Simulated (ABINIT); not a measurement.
C:

```
C
1.0
     2.12732   -1.22828    0.00000
     2.12732    1.22828    0.00000
    -1.37907    0.00000    3.50283
C
2
Direct
  0.16664 0.16664 0.99991
  0.83336 0.83336 0.00009
```

This is a stacking variant of graphite.

```yaml
Program: ABINIT 10.8.3 (patched build)
Task: single point
Functional: LDA
Potentials_or_basis: PseudoDojo NC SR LDA v0.4.1 standard
Cutoff: 844 eV
k_mesh: 10 × 10 × 6
Occupations: fermi-dirac, width 0.05 eV
Spin: no spin polarisation
```

On this cell: largest force 0.006 eV/Å; band gap on the k mesh 1.35 eV, indirect (least direct gap 1.38 eV).

The same run follows on a disturbed copy (atoms moved at random):

```
C
1.0
     2.12732   -1.22828    0.00000
     2.12732    1.22828    0.00000
    -1.37907    0.00000    3.50283
C
2
Direct
  0.15627 0.16184 0.99454
  0.83534 0.82965 0.00364
```

What does the disturbed cell give?

The energy moves by +10.6 meV/atom; largest force 1.296 eV/Å; band gap on the k mesh 1.13 eV, direct.

Forces in eV/Å, atoms in the order of the input:
```
C    0.912 -0.741  0.548
C   -0.912  0.741 -0.548
```

A k mesh can miss the band edges.
